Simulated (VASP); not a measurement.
# Ir (Fm-3m) in VASP: further runs, part 2 of 2

VASP 6.6.1.

## 3. Band structure, PBE+D3(BJ)

This run uses another cell than the first one, of 14.20 Å³/atom, 1.007 times its volume.

Contents of INCAR:

```
PREC = Accurate ; ENCUT = 520
EDIFF = 1E-7 ; ISMEAR = 1
SIGMA = 0.1 ; LREAL = False
LASPH = True ; NELM = 80
ALGO = Normal ; ISIF = 2
LWAVE = False ; LCHARG = False
LMAXMIX = 4 ; GGA = PE
IVDW = 12 ; NBANDS = 10
ICORELEVEL = 1
```

Contents of KPOINTS:

```
regular mesh
0
Gamma
  16 16 16
```

Contents of POSCAR:

```
Ir                                      
1.0
    0.0000000000      1.9219607550      1.9219607550
    1.9219607550      0.0000000000      1.9219607550
    1.9219607550      1.9219607550      0.0000000000
  Ir            
     1
Direct
     0.0000000000000000    0.0000000000000000    0.0000000000000000
```

Contents of KPOINTS_OPT:

```
explicit points
156
Reciprocal
 0.0000000000  0.0000000000  0.0000000000 1
 0.0357142857  0.0000000000  0.0357142857 1
 0.0714285714  0.0000000000  0.0714285714 1
 0.1071428571  0.0000000000  0.1071428571 1
 0.1428571429  0.0000000000  0.1428571429 1
 0.1785714286  0.0000000000  0.1785714286 1
[... 148 lines left out ...]
 0.5000000000  0.2500000000  0.7500000000 1
 0.5000000000  0.0000000000  0.5000000000 1
```

Potentials or basis: VASP PAW PBE potentials, release 64 (Ir).

On the command line:

```bash
> cat potpaw_PBE.64/Ir/POTCAR > POTCAR
> mpirun -np 1 vasp_std > vasp.out
```

OUTCAR:

```text
PREC = Accurate
   ENCUT = 520
   EDIFF = 1E-7
   ISMEAR = 1
   LREAL = False
   LASPH = True
   NELM = 80
   ISIF = 2
   GGA = PE
   IVDW = 12
 IVDW          = 12

 ion  position               nearest neighbor table
   1  0.000  0.000  0.000-

  LATTYP: Found a face centered cubic cell.
 ALAT       =     3.8439215100

  Lattice vectors:

 A1 = (   0.0000000000,   1.9219607550,   1.9219607550)
 A2 = (   1.9219607550,   0.0000000000,   1.9219607550)
 A3 = (   1.9219607550,   1.9219607550,   0.0000000000)

Analysis of symmetry for initial positions (statically):
=====================================================================
 Subroutine PRICEL returns:
 Original cell was already a primitive cell.

 Routine SETGRP: Setting up the symmetry group for a
 face centered cubic supercell.

 Subroutine GETGRP returns: Found 48 space group operations
 (whereof 48 operations were pure point group operations)
 out of a pool of 48 trial point group operations.

The static configuration has the point symmetry O_h .

Analysis of symmetry for dynamics (positions and initial velocities):
=====================================================================
 Subroutine PRICEL returns:
 Original cell was already a primitive cell.

 Routine SETGRP: Setting up the symmetry group for a
 face centered cubic supercell.

 Subroutine GETGRP returns: Found 48 space group operations
 (whereof 48 operations were pure point group operations)
 out of a pool of 48 trial point group operations.

The dynamic configuration has the point symmetry O_h .

 Subroutine INISYM returns: Found 48 space group operations
 (whereof 48 operations are pure point group operations),
 and found     1 'primitive' translations

[... 112 lines left out ...]
     AMIX_MAG =   1.60;   BMIX_MAG =  1.00
  volume/ion in A,a.u.               =      14.20        95.82
  Fermi-wavevector in a.u.,A,eV,Ry     =   1.406267  2.657460 26.906707  1.977587
  Thomas-Fermi vector in A             =   2.528645
   LORBIT       =      0    0 simple, 1 ext, 2 COOP (PROOUT), +10 PAW based schemes
   GGA     = PE    functional components
   LHFCALC =     F    Hartree Fock is set to
   AEXX    =    0.0000 exact exchange contribution
   IVDW    =    12    specifies the selected vdW correction
   LEPSILON=     F    determine dielectric tensor
   LRPA    =     F    only Hartree local field effects (RPA)
 non-spin polarized calculation
 Methfessel and Paxton  Order N= 1 SIGMA  =   0.10
  energy-cutoff  :      520.00
  volume of cell :       14.20
 maximum number of plane-waves:       392
   NGX = 11   NGY = 11   NGZ = 11

 number of electron       9.0000000 magnetization

 Free energy of the ion-electron system (eV)
  ---------------------------------------------------
  ext. energy  EPLUGINS =         0.00000000
  ---------------------------------------------------
  free energy    TOTEN  =        -8.83232692 eV

  energy without entropy =       -8.83201397  energy(sigma->0) =       -8.83222260

 the core state eigenenergies are
   1-  1s -76087.5529  2s -13295.7851  2p -11545.6145  3s  -3098.2648  3p  -2586.7505
       3d  -2024.7150  4s   -649.0275  4p   -481.3208  4d   -275.6155  4f    -46.9817
       5s    -82.6216  5p    -39.3984

 E-fermi :  10.3390     XC(G=0): -13.9649

 val. band max:       10.3334520455   @ k =   0.3125   0.2500   0.0625
 cond. band min:      10.3415593173   @ k =   0.3750   0.0625   0.0000
 fundamental gap:      0.0081072718
 Fermi energy:        10.3390054450

 k-point     1 :       0.0000    0.0000    0.0000
  band No.  band energies     occupation
      1      -0.7377      2.00000
      2       6.4838      2.00000
      3       6.4838      2.00000
      4       6.4838      2.00000
      5       9.1586      2.00000
      6       9.1586      2.00000
      7      24.6736      0.00000
      8      30.2394      0.00000
      9      30.2394      0.00000
     10      30.2394      0.00000
[... 274 lines left out ...]
 k-point    23 :      -0.1250    0.0625    0.0000
  band No.  band energies     occupation

------------------------ aborting loop because EDIFF is reached ----------------------------------------

 Edisp (eV)   -0.73230

 E8    (eV) :    -0.3415

  FORCE on cell =-STRESS in cart. coord.  units (eV):
  Direction    XX          YY          ZZ          XY          YZ          ZX
  --------------------------------------------------------------------------------------
  -------------------------------------------------------------------------------------
  Total      -0.01217    -0.01217    -0.01217     0.00000     0.00000    -0.00000
  in kB      -1.37357    -1.37357    -1.37357     0.00000     0.00000    -0.00000
  external pressure =       -1.37 kB  Pullay stress =        0.00 kB

 VOLUME and BASIS-vectors are now :
 -----------------------------------------------------------------------------
  energy-cutoff  :      520.00
  volume of cell :       14.20
      direct lattice vectors                 reciprocal lattice vectors
     0.000000000  1.921960755  1.921960755    -0.260150994  0.260150994  0.260150994
     1.921960755  0.000000000  1.921960755     0.260150994 -0.260150994  0.260150994
     1.921960755  1.921960755  0.000000000     0.260150994  0.260150994 -0.260150994

 POSITION                                       TOTAL-FORCE (eV/Angst)
 -----------------------------------------------------------------------------------
      0.00000      0.00000      0.00000         0.000000      0.000000      0.000000
 -----------------------------------------------------------------------------------
    total drift:                                0.000000     -0.000000     -0.000000

  FREE ENERGIE OF THE ION-ELECTRON SYSTEM (eV)
  ---------------------------------------------------
  free  energy   TOTEN  =        -9.5646270645 eV

  energy  without entropy=       -9.5643141196  energy(sigma->0) =       -9.56452275
```

OSZICAR:

```text
N       E                     dE             d eps       ncg     rms          rms(c)
DAV:   1     0.481300952900E+02    0.48130E+02   -0.44073E+03  2940   0.819E+02
DAV:   2    -0.846600296633E+01   -0.56596E+02   -0.53659E+02  2978   0.196E+02
DAV:   3    -0.937546114209E+01   -0.90946E+00   -0.90679E+00  3406   0.302E+01
[... 19 lines left out ...]
DAV:   9     0.765791694188E+04   -0.85865E-08     1882
       N       E                     dE             ncg
DAV:   1     0.533942116593E+05   -0.31394E+04      220
DAV:   2     0.528354580152E+05   -0.55875E+03      224
DAV:   3     0.528263956328E+05   -0.90624E+01      254
DAV:   4     0.528263108416E+05   -0.84791E-01      252
DAV:   5     0.528263091373E+05   -0.17043E-02      236
DAV:   6     0.528263090843E+05   -0.52978E-04      260
DAV:   7     0.528263090826E+05   -0.17651E-05      248
DAV:   8     0.528263090825E+05   -0.35732E-07      212
```

Wall time 17 s (1 thread of Intel Xeon Platinum 8488C (Sapphire Rapids), shared host); peak memory 0.16 GiB.

What came out:

```yaml
Free_energy: -9.5646 eV
Pressure: -0.1 GPa
Band_gap_along_the_path: none (metal or under the smearing width)
Dispersion_energy_per_atom: -0.732 eV
```

Levels at the corners of the path, in eV from the Fermi level:
```
point  band 1  band 2  band 3  band 4  band 5  band 6  band 7  band 8
    Γ  -11.08   -3.86   -3.86   -3.86   -1.18   -1.18   14.33   19.90
    X   -7.86   -7.29    0.87    1.48    1.48    1.70   10.47   11.70
    X   -7.86   -7.29    0.87    1.48    1.48    1.70   10.47   11.70
    W   -6.22   -4.84   -4.84   -1.78    1.48    8.19    9.05    9.05
    W   -6.22   -4.84   -4.84   -1.78    1.48    8.19    9.05    9.05
    K   -6.90   -5.95   -2.87   -0.87    0.62    6.34    7.68   11.43
    K   -6.90   -5.95   -2.87   -0.87    0.62    6.34    7.68   11.43
    Γ  -11.08   -3.86   -3.86   -3.86   -1.18   -1.18   14.33   19.90
    Γ  -11.08   -3.86   -3.86   -3.86   -1.18   -1.18   14.33   19.90
    L   -8.06   -3.96   -3.96   -0.75    0.90    0.90    7.24   13.88
    L   -8.06   -3.96   -3.96   -0.75    0.90    0.90    7.24   13.88
    U   -6.90   -5.95   -2.87   -0.87    0.62    6.34    7.68   11.43
    U   -6.90   -5.95   -2.87   -0.87    0.62    6.34    7.68   11.43
    W   -6.22   -4.84   -4.84   -1.78    1.48    8.19    9.05    9.05
    W   -6.22   -4.84   -4.84   -1.78    1.48    8.19    9.05    9.05
    L   -8.06   -3.96   -3.96   -0.75    0.90    0.90    7.24   13.88
    L   -8.06   -3.96   -3.96   -0.75    0.90    0.90    7.24   13.88
    K   -6.90   -5.95   -2.87   -0.87    0.62    6.34    7.68   11.43
    U   -6.90   -5.95   -2.87   -0.87    0.62    6.34    7.68   11.43
    X   -7.86   -7.29    0.87    1.48    1.48    1.70   10.47   11.70
```

Core levels (eV, on the scale of the bands):
| atom | levels |
| --- | --- |
| 1 Ir | 1s -76087.6, 2s -13295.8, 2p -11545.6, 3s -3098.3, 3p -2586.8, 3d -2024.7, 4s -649.0, 4p -481.3, 4d -275.6, 4f -47.0, 5s -82.6, 5p -39.4 |

Caveat: spin-orbit coupling is left out, which moves the levels of the heavy elements; pairwise dispersion overbinds metals, which lowers pressure and volume.
